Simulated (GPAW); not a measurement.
A run of GPAW 26.7.0:

File run.py:

```python
from ase import Atoms
from ase.dft.bandgap import bandgap
from ase.io import write
from ase.units import GPa
from gpaw import GPAW, PW

atoms = Atoms(['Ga', 'Ga'],
              cell=[[2.7784220849, 0.0, 0.0],
                    [0.0, 3.28160879, 0.0],
                    [-1.3434310986, 0.0, 3.9902731763]],
              scaled_positions=[[0.13459627, 0.75, 0.77016683],
                                [0.86540373, 0.25, 0.22983317]],
              pbc=True)

calc = GPAW(mode=PW(600),
            xc='LDA',
            kpts={'size': (8, 7, 6), 'gamma': True},
            occupations={'name': 'fermi-dirac', 'width': 0.05},
            nbands=10,
            convergence={'density': 1e-05, 'energy': 1e-05},
            maxiter=150,
            txt='gpaw.txt')
atoms.calc = calc
energy = atoms.get_potential_energy()
forces = atoms.get_forces()
stress = atoms.get_stress()
calc.write('gs.gpw')
write('result.traj', atoms)
print(f'Energy: {energy:.6f} eV')
print('Forces (eV/A):')
print(forces.round(4))
print('Stress (GPa):', (stress / GPa).round(3))
print('Fermi level:', round(calc.get_fermi_level(), 4), 'eV')
print(f'Gap: {bandgap(calc)[0]:.4f} eV, direct: {bandgap(calc, direct=True)[0]:.4f} eV')

path = atoms.cell.bandpath('GYHCEM1AXH1,MDZ,YD', npoints=60, eps=1e-4)
bs_calc = calc.fixed_density(kpts=path, symmetry='off', nbands=19,
                             convergence={'bands': 'CBM+6.0', 'eigenstates': 1e-6}, txt='bands.txt')
bs = bs_calc.band_structure()
bs.write('bs.json')
print(f'Gap on the path: {bandgap(bs_calc)[0]:.4f} eV')
```

Potentials or basis: the program's PAW data sets (release 1.2.1) made for this functional, pw.

Run with:

```sh
$ OMP_NUM_THREADS=1 python run.py
```

Hardware: 1 thread of Arm Neoverse V2, on a shared host.

Problem. How long does it take, and how much memory?

Solution. Wall time 24 s on 1 thread of Arm Neoverse V2, on a shared host, peak memory 0.24 GiB. Counts: scf iterations 13, plane waves 1243, bands 10, k points 170.
